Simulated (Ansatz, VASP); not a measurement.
BeTe in VASP and in Ansatz

```
Te Be
1.0
     0.00000    2.77000    2.77000
     2.77000    0.00000    2.77000
     2.77000    2.77000    0.00000
Te Be
1 1
Direct
  0.75000 0.75000 0.75000
  0.00000 0.00000 0.00000
```

Alike in both runs: task Born charges and dielectric tensor; functional PBE; k mesh 8 × 8 × 8; no spin polarisation.

|  | VASP | Ansatz |
| --- | --- | --- |
| version | VASP 6.6.1 | Ansatz 0.2.0 |
| potentials or method | VASP PAW PBE potentials, release 64 (Te, Be) | Ansatz PAW |
| plane-wave cutoff (eV) | 520 | 420 |
| occupations | fermi-dirac, width 0.05 eV | fixed |
| valence electrons in the cell | 8 | 18 |

Ansatz gave:

| Item | Value |
| --- | --- |
| gap on the k mesh at the Fermi level (eV) | 1.86 |
| least direct gap on the mesh (eV) | 3.59 |
| mean electronic dielectric constant | 7.55 |
| mean Born charge of the atom that differs most (e) | -1.22 |

Task: What did VASP give for the same quantities?

Result: gap on the k mesh at the Fermi level (eV): 1.85; least direct gap on the mesh (eV): 3.56; mean electronic dielectric constant: 7.69; mean Born charge of the atom that differs most (e): -1.22.

The two sets of potentials don't hold the same shells in valence.

Caveats: spin-orbit coupling is left out, which moves the levels of the heavy elements. A k mesh can miss the band edges.
